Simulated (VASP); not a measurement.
# Ge (P6/mmm) in VASP: notebook, part 2 of 3

VASP 6.6.1. The steps go on from the part before.

### Step 3. Single point, revPBE

Contents of INCAR:

```
PREC = Accurate
ENCUT = 520
EDIFF = 1E-6
ISMEAR = -1
SIGMA = 0.1
LREAL = F
LASPH = T
NELM = 80
ALGO = Normal
ISIF = 2
LWAVE = F
LCHARG = T
GGA = RE
LELF = T
LVHAR = T
NBANDS = 28
```

Contents of KPOINTS:

```
Automatic mesh
0
Gamma
  8 8 11
```

Contents of POSCAR:

```
Ge
1.0
    4.9362174888      0.0000000000      0.0000000000
   -2.4681087444      4.2748897439      0.0000000000
    0.0000000000      0.0000000000      2.8047010167
Ge
3
Direct
    0.0000000000      1.0000000000      0.0000000000
    0.3333333333      0.6666666667      0.5000000000
    0.6666666667      0.3333333333      0.5000000000
```

Potentials or basis: VASP PAW PBE potentials, release 64 (Ge_d).

Run with:

```sh
cat potpaw_PBE.64/Ge_d/POTCAR > POTCAR
mpirun -np 1 vasp_std > vasp.out
```

OUTCAR:

```text
PREC = Accurate
   ENCUT = 520
   EDIFF = 1E-6
   ISMEAR = -1
   LREAL = F
   LASPH = T
   NELM = 80
   ISIF = 2
   GGA = RE

 ion  position               nearest neighbor table
   1  0.000  0.000  0.000-
   2  0.333  0.667  0.500-   3 2.85   3 2.85   3 2.85
   3  0.667  0.333  0.500-   2 2.85   2 2.85   2 2.85

  LATTYP: Found a hexagonal cell.
 ALAT       =     4.9362174888
 C/A-ratio  =     0.5681882986

  Lattice vectors:

 A1 = (   4.9362174888,   0.0000000000,   0.0000000000)
 A2 = (  -2.4681087444,   4.2748897439,   0.0000000000)
 A3 = (   0.0000000000,   0.0000000000,   2.8047010167)

Analysis of symmetry for initial positions (statically):
=====================================================================
 Subroutine PRICEL returns:
 Original cell was already a primitive cell.

 Routine SETGRP: Setting up the symmetry group for a
 hexagonal supercell.

 Subroutine GETGRP returns: Found 24 space group operations
 (whereof 24 operations were pure point group operations)
 out of a pool of 24 trial point group operations.

The static configuration has the point symmetry D_6h.

Analysis of symmetry for dynamics (positions and initial velocities):
=====================================================================
 Subroutine PRICEL returns:
 Original cell was already a primitive cell.

 Routine SETGRP: Setting up the symmetry group for a
 hexagonal supercell.

 Subroutine GETGRP returns: Found 24 space group operations
 (whereof 24 operations were pure point group operations)
 out of a pool of 24 trial point group operations.

The dynamic configuration has the point symmetry D_6h.

 Subroutine INISYM returns: Found 24 space group operations
[... 112 lines left out ...]
   EMIN   =  10.00;   EMAX   =-10.00  energy-range for DOS
   EFERMI =   0.00;   METHOD = LEGACY
   ISMEAR =    -1;   SIGMA  =   0.10  broadening in eV -4-tet -1-fermi 0-gaus
   EFERMI_NEDOS =   21; number of points for ismear=-14 and -15
   IALGO  =     38    algorithm
   IMIX   =      4    mixing-type and parameters
     AMIX     =   0.40;   BMIX     =  1.00
     AMIX_MAG =   1.60;   BMIX_MAG =  1.00
  volume/ion in A,a.u.               =      19.73       133.13
  Fermi-wavevector in a.u.,A,eV,Ry     =   1.460235  2.759443 29.011504  2.132285
  Thomas-Fermi vector in A             =   2.576708
   LORBIT       =      0    0 simple, 1 ext, 2 COOP (PROOUT), +10 PAW based schemes
   GGA     = RE    functional components
   LHFCALC =     F    Hartree Fock is set to
   AEXX    =    0.0000 exact exchange contribution
   IVDW    =     0    specifies the selected vdW correction
   LEPSILON=     F    determine dielectric tensor
   LRPA    =     F    only Hartree local field effects (RPA)
 non-spin polarized calculation
  energy-cutoff  :      520.00
  volume of cell :       59.18
 maximum number of plane-waves:      1613
 NGX is ok and might be reduce to    40
   NGX = 19   NGY = 19   NGZ = 11

 number of electron      42.0000000 magnetization

 Free energy of the ion-electron system (eV)
  ---------------------------------------------------
  ext. energy  EPLUGINS =         0.00000000
  ---------------------------------------------------
  free energy    TOTEN  =       -11.68923479 eV

  energy without entropy =      -11.64570230  energy(sigma->0) =      -11.66746854

 E-fermi :   6.3242     XC(G=0): -10.9919

 val. band max:        6.3044648730   @ k =   0.2500   0.2500   0.3636
 cond. band min:       6.3811557264   @ k =   0.2500  -0.0000   0.1818
 fundamental gap:      0.0766908534
 Fermi energy:         6.3242490518

 k-point     1 :       0.0000    0.0000    0.0000
  band No.  band energies     occupation
      1     -18.5834      2.00000
      2     -18.5228      2.00000
      3     -18.5228      2.00000
      4     -18.4753      2.00000
      5     -18.4753      2.00000
      6     -18.3820      2.00000
[... 733 lines left out ...]
     27      11.5096      0.00000
     28      15.5616      0.00000

 [... further k-points ...]

------------------------ aborting loop because EDIFF is reached ----------------------------------------

  FORCE on cell =-STRESS in cart. coord.  units (eV):
  Direction    XX          YY          ZZ          XY          YZ          ZX
  --------------------------------------------------------------------------------------
  -------------------------------------------------------------------------------------
  Total        0.0049863      0.0049863     -0.0023791     -0.0000000     -0.0000000     -0.0000000
  in kB        0.1349833      0.1349833     -0.0644059     -0.0000000     -0.0000000     -0.0000000
  external PRESSURE =       0.0685202 kB  Pullay stress =       0.0000000 kB

 VOLUME and BASIS-vectors are now :
 -----------------------------------------------------------------------------
  energy-cutoff  :      520.00
  volume of cell :       59.18
      direct lattice vectors                 reciprocal lattice vectors
     4.936217489  0.000000000  0.000000000     0.202584267  0.116962081  0.000000000
    -2.468108744  4.274889744  0.000000000     0.000000000  0.233924162  0.000000000
     0.000000000  0.000000000  2.804701017     0.000000000  0.000000000  0.356544243

 POSITION                                       TOTAL-FORCE (eV/Angst)
 -----------------------------------------------------------------------------------
      0.00000      0.00000      0.00000        -0.000000      0.000000      0.000000
     -0.00000      2.84993      1.40235        -0.000000     -0.000000      0.000000
      2.46811      1.42496      1.40235         0.000000      0.000000     -0.000000
 -----------------------------------------------------------------------------------
    total drift:                               -0.000000      0.000000      0.000000

  FREE ENERGIE OF THE ION-ELECTRON SYSTEM (eV)
  ---------------------------------------------------
  free  energy   TOTEN  =       -11.6892347851 eV

  energy  without entropy=      -11.6457022987  energy(sigma->0) =      -11.66746854
```

OSZICAR:

```text
N       E                     dE             d eps       ncg     rms          rms(c)
DAV:   1     0.306074978051E+03    0.30607E+03   -0.21269E+04  3824   0.426E+03
DAV:   2     0.371177453038E+02   -0.26896E+03   -0.26316E+03  3360   0.693E+02
DAV:   3    -0.970242039042E+01   -0.46820E+02   -0.46232E+02  3780   0.176E+02
DAV:   4    -0.117027126220E+02   -0.20003E+01   -0.19909E+01  3824   0.415E+01
DAV:   5    -0.117383987889E+02   -0.35686E-01   -0.35679E-01  3636   0.623E+00    0.213E+00
DAV:   6    -0.117013514680E+02    0.37047E-01   -0.55381E-02  4984   0.862E+00    0.118E+00
DAV:   7    -0.116901417582E+02    0.11210E-01   -0.43843E-02  4164   0.240E+00    0.212E-01
DAV:   8    -0.116892292574E+02    0.91250E-03   -0.33630E-03  3780   0.920E-01    0.728E-02
DAV:   9    -0.116892222694E+02    0.69880E-05   -0.51461E-04  3644   0.308E-01    0.383E-02
DAV:  10    -0.116892334668E+02   -0.11197E-04   -0.27989E-05  4508   0.923E-02    0.764E-03
DAV:  11    -0.116892352405E+02   -0.17736E-05   -0.62426E-06  3656   0.481E-02    0.126E-03
DAV:  12    -0.116892347851E+02    0.45534E-06   -0.66631E-07  1888   0.131E-02
   1 F= -.11689235E+02 E0= -.11667469E+02  d E =-.435325E-01
```

stdout:

```text
POSCAR found type information on POSCAR Ge
 POSCAR found :  1 types and       3 ions
 scaLAPACK will be used
 -----------------------------------------------------------------------------
|                                                                             |
|                                                                             |
|     You enforced a specific xc type in the INCAR file but a different       |
|     I HOPE YOU KNOW WHAT YOU ARE DOING!                                     |
|                                                                             |
 -----------------------------------------------------------------------------

 LDA part: xc-table for (Slater+PW92), standard interpolation
 POSCAR, INCAR and KPOINTS ok, starting setup
 FFT: planning ... GRIDC
 FFT: planning ... GRID_SOFT
 FFT: planning ... GRID
 WAVECAR not read
 entering main loop
```

Wall time 76 s (1 thread of Intel Xeon Platinum 8488C (Sapphire Rapids), shared host); peak memory 0.22 GiB.

What came out:

```
Free energy            : -11.6892 eV
Pressure               : 0.0 GPa
Band gap on the k mesh : none (metal or under the smearing width)
```

Caveat: the PAW data sets were made with another functional, which shifts forces and pressure a little.

### Step 4. Relaxation of cell and atoms, revPBE

This run uses another cell than the first one, of 19.24 Å³/atom, 0.975 times its volume.

Contents of INCAR:

```
  PREC = Accurate
  ENCUT = 600
  EDIFF = 1E-6
  ISMEAR = -1
  SIGMA = 0.1
  LREAL = F
  LASPH = T
  NELM = 80
  ALGO = Fast
  ISIF = 3
  LWAVE = F
  LCHARG = F
  GGA = RE
  IBRION = 2
  NSW = 80
  EDIFFG = -0.01
```

KPOINTS is that of step 3.

Contents of POSCAR:

```
Ge
1.0
    4.7727297598      0.0000000000      0.0000000000
   -2.3863648799      4.1333052174      0.0000000000
    0.0000000000      0.0000000000      2.9256833427
Ge
3
Direct
    0.0000000000      0.0000000000      0.0000000000
    0.3333333333      0.6666666667      0.5000000000
    0.6666666667      0.3333333333      0.5000000000
```

Run with:

```sh
cat potpaw_PBE.64/Ge_d/POTCAR > POTCAR
mpirun -np 1 vasp_std > vasp.out
```

Run time: 14 min. Hardware: 1 thread of Intel Xeon Platinum 8488C (Sapphire Rapids), shared host; peak memory 0.25 GiB.

The run converged. Its results:

```
Free energy                            : -11.6899 eV
Relaxed volume                         : 19.78 Å³/atom
Relaxed cell                           : a = 4.941 Å, b = 4.941 Å, c = 2.806 Å, α = 90.00°, β = 90.00°, γ = 120.00°
Space group after relaxing (to 0.05 Å) : P6/mmm (No. 191)
Energy gained by relaxing              : 21.1 meV/atom
Ionic steps                            : 16
Pressure after relaxing                : 0.0 GPa
Band gap on the k mesh                 : none (metal or under the smearing width)
```

Step by step:
```csv
step,energy change (eV),largest force (eV/Å),pressure (GPa),volume (Å³)
1,0.0000,0.0000,2.48,57.72
2,-0.0350,0.0000,-0.24,60.23
3,-0.0356,0.0000,-1.64,61.20
4,-0.0362,0.0000,-1.13,60.85
5,-0.0553,0.0000,-1.14,60.51
6,-0.0601,0.0000,-1.12,60.26
7,-0.0626,0.0000,0.59,58.80
8,-0.0633,0.0000,-0.10,59.29
9,-0.0633,0.0000,0.36,59.22
10,-0.0633,0.0000,-0.26,59.27
11,-0.0633,0.0000,0.06,59.24
12,-0.0633,0.0000,0.07,59.32
13,-0.0632,0.0000,0.05,59.44
14,-0.0632,0.0000,-0.09,59.41
15,-0.0633,0.0000,-0.18,59.35
16,-0.0633,0.0000,-0.03,59.33
```

Final structure:
```xyz
3
Lattice="4.9408 0.0000 0.0000 -2.4704 4.2788 0.0000 0.0000 0.0000 2.8063" Properties=species:S:1:pos:R:3 pbc="T T T"
Ge    0.0000    0.0000    0.0000
Ge    0.0000    2.8526    1.4032
Ge    2.4704    1.4263    1.4032
```

Levels at points of the mesh, in eV from the Fermi level:
| k point | band 19 | band 20 | band 21 | band 22 | band 23 | band 24 |
| --- | --- | --- | --- | --- | --- | --- |
| (0.00, 0.00, 0.00) | -3.09 | -3.09 | -3.00 | -3.00 | 5.23 | 8.19 |
| (0.50, 0.00, 0.00) | -5.14 | 0.80 | 0.90 | 2.71 | 3.02 | 4.34 |

Caveat: the PAW data sets were made with another functional, which shifts forces and pressure a little.

(Continued in part 3 of 3.)
